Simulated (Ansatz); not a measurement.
Relaxed sheet of SnO, cell area A = 14.597 Å²:

```
CELL_PARAMETERS angstrom
3.82056 0.00000 0.00000
0.00000 3.82056 0.00000
0.00000 0.00000 30.63340
ATOMIC_POSITIONS crystal
Sn 0.50000 0.00000 0.46141
O 0.00000 0.00000 0.50000
O 0.50000 0.50000 0.50000
Sn 0.00000 0.50000 0.53859
```

The calculation used DFT PBE+D3(BJ), scalar-relativistic, plane waves, PAW (Ansatz 0.2.0). Cutoff 420 eV; k points 6×6×1 on the computed 4-atom cell (Γ-centred); Gaussian smearing, width 0.02 eV; no spin polarisation. The sheet is isolated along c (Coulomb cut-off).

Under biaxial strain, atoms relaxed, stress positive in compression; ΔE is the free energy at this smearing, of which the stress is the derivative:

| strain (%) | σxx (N/m) | σyy (N/m) | ΔE (meV/cell) | thickness (Å) |
| --- | --- | --- | --- | --- |
| -2 | 1.671 | 1.671 | 28.78 | 2.411 |
| +2 | -1.343 | -1.343 | 25.82 | 2.313 |

Task: Which in-plane elastic constants follow from the stresses?

Result: With εxx = εyy = ε the tension along x is (C11 + C12)ε. The central difference gives C11 + C12 = (1.671 − (-1.343))/0.04 = 75.4 N/m and C22 + C12 = 75.4 N/m. The layer modulus for a change of area, (C11 + C22 + 2C12)/4, is 37.7 N/m.

Task: Do the energies agree?

Result: The second difference [ΔE(−ε) + ΔE(+ε)]/(A·ε²) = (28.78 + 25.82) meV/(14.597 Å² × 0.0004) × 16.02 N/m per eV/Å² = 149.8 N/m should equal C11 + C22 + 2C12 = 150.7 N/m; they differ by 0.6 %, so the two routes agree. The stress in compression and in tension differ in size because of the third-order constants.

Task: The unstrained thickness between the outer atoms is 2.364 Å. How does it respond?

Result: d ln t/dε = (2.313 − 2.411)/(2.364 × 0.04) = -1.04: the sheet thins as it is stretched, as its bonds turn towards the plane.

The SnO sheet is soft under biaxial load, with a layer modulus of 37.7 N/m, far below that of graphene, where in-plane strain must stretch stiff covalent σ bonds directly. Here the oxygen plane lies between two tin layers, and the polar Sn–O bonds run obliquely, so part of the strain is taken up by changes in bond angle. The thickness response of -1.04 shows that this relief is only partial: bonds of fixed length would force a much stronger thinning in this geometry, so the Sn–O bonds also lengthen under tension and shorten under compression. The Sn(II) lone pairs, formed by Sn 5s–5p mixing through O 2p states, point out of the sheet, where no neighbouring layer opposes them, which probably helps the tin atoms to shift vertically. The larger stress in compression fits the usual anharmonicity of bonds, whose repulsion steepens at short distance. Equal biaxial strain fixes only the sum of C11 and C12, so neither Young's modulus nor the in-plane Poisson ratio follows from these data.
